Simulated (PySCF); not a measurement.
# C6H5O: the cost of one run

Method: levels as typed in each script, gas phase, geometry from GFN2-xTB; program: PySCF 2.14.0.

## Step 1: The system as given

12 atoms, charge -1, spin multiplicity 1.

Bond lengths: O1–C2 1.261 Å, C2–C3 1.432 Å, C2–C7 1.432 Å, C3–C4 1.372 Å, C3–H8 1.086 Å, C4–C5 1.390 Å, C4–H9 1.090 Å, C5–C6 1.390 Å, C5–H10 1.085 Å, C6–C7 1.372 Å, C6–H11 1.090 Å, C7–H12 1.086 Å. Angles: O1–C2–C3 122.9°, O1–C2–C7 122.9°, C3–C2–C7 114.2°, C2–C3–C4 122.5°, C2–C3–H8 117.6°, C4–C3–H8 119.9°, C3–C4–C5 121.3°, C3–C4–H9 119.6°, C5–C4–H9 119.1°, C4–C5–C6 118.2°, C4–C5–H10 120.9°, C6–C5–H10 120.9°, C5–C6–C7 121.3°, C5–C6–H11 119.1°, C7–C6–H11 119.6°, C2–C7–C6 122.5°, C2–C7–H12 117.6°, C6–C7–H12 119.9°.

Coordinates:

```xyz
12

O     2.32393    0.00004    0.00000
C     1.06266   -0.00001    0.00000
C     0.28437   -1.20238    0.00000
C    -1.08794   -1.19248    0.00000
C    -1.80183   -0.00001    0.00000
C    -1.08799    1.19243    0.00000
C     0.28431    1.20239    0.00000
H     0.81944   -2.14719    0.00000
H    -1.63223   -2.13651    0.00000
H    -2.88713    0.00003    0.00000
H    -1.63233    2.13644    0.00000
H     0.81935    2.14722    0.00000
```

## Step 2: Density, bond paths and surface potential (B3LYP/6-31+g*)

input.py reads:

```python
import numpy as np
from pyscf import gto, scf, dft
from pyscf.scf import atom_ks, atom_hf
from scipy.linalg import block_diag

def solve(mol, dm0=None, hcore=None):
    mf = (dft.UKS if mol.spin else dft.RKS)(mol, xc='b3lyp')
    mf.grids.level = 3
    mf = mf.density_fit(auxbasis='def2-universal-jkfit')
    mf.conv_tol, mf.max_cycle = 1e-8, 80
    if hcore is not None:
        mf.get_hcore = lambda *args: hcore
    mf.kernel(dm0)
    if not mf.converged:
        mf = mf.newton().run(mf.mo_coeff, mf.mo_occ, max_cycle=30)
    assert mf.converged, 'SCF not converged'
    return mf

mol = gto.M(atom='''
O      2.32393     0.00004     0.00000
C      1.06266    -0.00001     0.00000
C      0.28437    -1.20238     0.00000
C     -1.08794    -1.19248     0.00000
C     -1.80183    -0.00001     0.00000
C     -1.08799     1.19243     0.00000
C      0.28431     1.20239     0.00000
H      0.81944    -2.14719     0.00000
H     -1.63223    -2.13651     0.00000
H     -2.88713     0.00003     0.00000
H     -1.63233     2.13644     0.00000
H      0.81935     2.14722     0.00000
''', basis='6-31+g*', charge=-1, spin=0, verbose=4)
mf = solve(mol)
mf.analyze()
# spherically averaged free atoms, for the promolecule
atm = atom_ks.get_atm_nrks(mol, xc='b3lyp')
pro = block_diag(*[(atm[a[0]][2] * atm[a[0]][3]) @ atm[a[0]][2].T for a in mol._atom])
np.savez('result.npz', e=mf.e_tot, c=mf.mo_coeff, occ=mf.mo_occ, eps=mf.mo_energy, pro=pro, dip=mf.dip_moment(verbose=0), s2=mf.spin_square()[0])
```

Run with:

```
$ OMP_NUM_THREADS=1 python input.py
```

Q: Estimate wall time and peak memory on 1 thread of Arm Neoverse V2, shared host.

About 20 s, with a peak of 0.55 GiB.
